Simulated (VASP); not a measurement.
**Be: single point with PBE**

The system is Be.

```
Be
1.0
     7.09176    0.00000    0.00000
    -3.54588    6.14165    0.00000
     0.00000    0.00000    7.40853
Be
36
Direct
  0.90333 0.94402 0.95299
  0.14023 0.20299 0.22674
  0.03092 0.95211 0.47376
  0.06841 0.17559 0.72095
  0.02523 0.33237 0.95250
  0.17356 0.56035 0.23283
  0.00777 0.35372 0.56049
  0.12185 0.60327 0.77557
  0.02363 0.68467 0.00956
  0.14019 0.88875 0.24446
  0.08328 0.69957 0.52508
  0.15661 0.94265 0.75362
  0.38465 0.99150 0.97816
  0.46322 0.21854 0.19884
  0.34422 0.01728 0.45371
  0.54204 0.27909 0.70536
  0.28367 0.23196 0.91827
  0.48795 0.56695 0.29220
  0.31789 0.30819 0.48201
  0.35253 0.51963 0.71940
  0.40554 0.71999 0.99687
  0.46407 0.88525 0.23603
  0.38553 0.70284 0.47746
  0.46065 0.91262 0.72371
  0.68864 0.06106 0.01259
  0.80491 0.23684 0.25894
  0.66637 0.04865 0.49586
  0.79215 0.20001 0.75765
  0.76678 0.39683 0.94953
  0.76424 0.53704 0.19168
  0.64425 0.37205 0.43322
  0.88642 0.68358 0.74919
  0.57113 0.54520 0.91753
  0.76657 0.88864 0.28100
  0.63790 0.58615 0.56219
  0.66233 0.83191 0.74891
```

The cell was built by a generator and needn't be a form met in nature.

```json
{"Program": "VASP 6.6.1", "Task": "single point", "Functional": "PBE", "Potentials or basis": "VASP PAW PBE potentials, release 64 (Be)", "Cutoff": "520 eV", "k mesh": "2 × 2 × 2", "Occupations": "fermi-dirac, width 0.36 eV", "Spin": "no spin polarisation", "Dipole correction": "no", "Further INCAR settings": "LREAL = Auto; ALGO = Fast; EDIFF = 1e-07; NBANDS = 60"}
```

```yaml
Pressure: -0.8 GPa
Largest_force: 2.846 eV/Å
Band_gap_on_the_k_mesh: none (metal or under the smearing width)
```

Forces on the atoms (eV/Å):
```
Be   1.471  0.495  0.230
Be  -0.940  0.194 -0.333
Be  -1.640  0.818  1.056
Be   0.240 -0.504 -0.269
Be   0.847  0.119  1.390
Be  -0.754 -0.555  0.304
Be   0.191  1.115 -2.242
Be  -0.101  0.326  0.137
Be   0.569  0.661 -0.058
Be  -0.408 -0.649 -1.103
Be  -0.354 -0.139 -0.704
Be   1.709  0.625 -0.060
Be  -1.798  0.258 -0.001
Be   0.053  0.221 -0.321
Be   1.063  0.087  0.948
Be  -0.801 -0.265  0.258
Be   0.194  0.021  1.173
Be   0.189 -0.802 -1.496
Be  -0.237  0.388  0.696
Be   0.150 -0.331  0.717
Be   0.280 -1.131 -1.303
Be  -0.021  0.734  0.220
Be   0.182  0.099  1.117
Be  -2.795  0.468 -0.271
Be   0.464 -0.650 -0.131
Be   0.139  0.640 -0.193
Be   0.360  0.091  0.673
Be  -0.584 -1.173 -0.062
Be  -0.395 -1.266 -0.295
Be   0.106  1.049  0.545
Be   1.520 -2.023 -0.625
Be  -1.849 -1.343  0.100
Be   1.590  0.593  0.291
Be   0.612  0.371 -0.678
Be  -1.441  1.961  0.242
Be   2.190 -0.502  0.048
```

Stress tensor (GPa, compression positive):
```
 4.44 -2.20 -0.56
-2.20 -3.71  3.96
-0.56  3.96 -3.16
```

Levels at points of the mesh, in eV from the Fermi level:
```
           k point  band 34  band 35  band 36  band 37  band 38  band 39
(0.00, 0.00, 0.00)    -0.30    -0.14     0.13     0.23     0.39     0.49
(0.50, 0.00, 0.00)    -0.61    -0.34     0.00     0.32     0.48     0.58
(0.00, 0.50, 0.00)    -0.74    -0.36     0.08     0.39     0.52     0.71
(0.50, 0.50, 0.00)    -0.62    -0.46    -0.15     0.18     0.43     0.61
(0.00, 0.00, 0.50)    -0.97    -0.88    -0.47    -0.33    -0.15     0.07
(0.50, 0.00, 0.50)    -0.80    -0.61    -0.26     0.52     0.85     0.94
(0.00, 0.50, 0.50)    -0.98    -0.86    -0.47     0.46     0.85     0.92
(0.50, 0.50, 0.50)    -0.69    -0.56    -0.36     0.27     0.41     0.66
```

It took 3.5 min on 1 thread of Intel(R) Xeon(R) Platinum 8488C (Sapphire Rapids) (shared host), peak memory 0.43 GiB.

Caveat: the k mesh is coarse (spacing up to 0.51 Å⁻¹), so the values aren't converged; forces of over 1 eV/Å show positions far from the minimum, so gaps and moduli don't describe the material at rest.
